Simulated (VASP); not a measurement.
BaTiO3: relaxation of cell and atoms with PBE+rVV10

The system is BaTiO3.

```
Ba Ti O
1.0
     3.99980    0.00000    0.00000
     0.00000    3.99980    0.00000
     0.00000    0.00000    4.01800
Ba Ti O
1 1 3
Direct
  0.00000 0.00000 0.00000
  0.50000 0.50000 0.49000
  0.00000 0.50000 0.51700
  0.50000 0.00000 0.51700
  0.50000 0.50000 0.01900
```

```yaml
Program: VASP 6.6.1
Task: relaxation of cell and atoms
Functional: PBE
Dispersion: rVV10
Potentials_or_basis: VASP PAW PBE potentials, release 64 (Ba_sv, Ti_sv, O)
Cutoff: 600 eV
k_mesh: 7 × 7 × 7
Occupations: fermi-dirac, width 0.05 eV
Spin: no spin polarisation
Further_INCAR_settings: ALGO = Normal; EDIFF = 1e-06; IBRION = 2; EDIFFG = -0.005; NSW = 40; ISIF = 3
```

```json
{"Relaxed volume": "13.21 Å³/atom", "Relaxed cell": "a = 3.994 Å, b = 3.994 Å, c = 4.142 Å, α = 90.00°, β = 90.00°, γ = 90.00°", "Space group after relaxing (to 0.05 Å)": "P4mm (No. 99)", "Energy gained by relaxing": "5.0 meV/atom", "Ionic steps": "21", "Pressure after relaxing": "0.0 GPa", "Band gap on the k mesh": "1.87 eV, indirect (least direct gap 2.27 eV)"}
```

Forces in eV/Å, atoms in the order of the input:
```
Ba   0.000  0.000 -0.002
Ti   0.000  0.000 -0.003
O    0.000  0.000  0.003
O    0.000  0.000  0.003
O    0.000  0.000  0.000
```

Step by step:
```
step  energy change (eV)  largest force (eV/Å)  pressure (GPa)  volume (Å³)
   1              0.0000                0.2487            2.29        64.28
   2             -0.0076                0.3012           -1.86        66.01
   3             -0.0100                0.2799           -0.54        65.43
   4             -0.0159                0.1531           -0.20        65.46
   5             -0.0183                0.1071            0.33        65.51
   6             -0.0215                0.1043           -0.03        65.84
   7             -0.0221                0.1208           -0.22        66.04
   8             -0.0240                0.0855            0.21        65.86
   9             -0.0242                0.0672            0.43        65.77
  10             -0.0245                0.1035           -0.44        66.15
  11             -0.0248                0.0689           -0.10        66.00
  12             -0.0250                0.0251            0.03        66.00
  13             -0.0250                0.0183            0.01        66.00
  14             -0.0250                0.0103            0.02        66.01
  15             -0.0250                0.0170            0.00        66.02
  16             -0.0251                0.0109            0.04        66.02
  17             -0.0251                0.0076            0.08        66.02
  18             -0.0251                0.0035            0.05        66.05
  19             -0.0250                0.0100           -0.11        66.14
  20             -0.0251                0.0035           -0.05        66.09
  21             -0.0251                0.0029           -0.02        66.07
```

Final structure:
```xyz
5
Lattice="3.9941 0.0000 0.0000 0.0000 3.9941 0.0000 0.0000 0.0000 4.1417" Properties=species:S:1:pos:R:3 pbc="T T T"
Ba    0.0000    0.0000    4.1241
Ti    1.9971    1.9971    1.9765
O     0.0000    1.9971    2.1447
O     1.9971    0.0000    2.1447
O     1.9971    1.9971    0.1423
```

Levels at points of the mesh, in eV from the valence-band top:
| k point | band 18 | band 19 | band 20 | band 21 | band 22 | band 23 |
| --- | --- | --- | --- | --- | --- | --- |
| (0.00, 0.00, 0.00) | -0.61 | -0.39 | -0.39 | 1.87 | 2.37 | 2.37 |

It took 12 min on 1 thread of AMD EPYC 9R45 96-Core Processor (Zen 5), with other jobs on the host, peak memory 0.34 GiB.

Caveat: spin-orbit coupling is left out, which moves the levels of the heavy elements; an odd mesh through Γ misses points on the zone boundary, where band edges often lie.
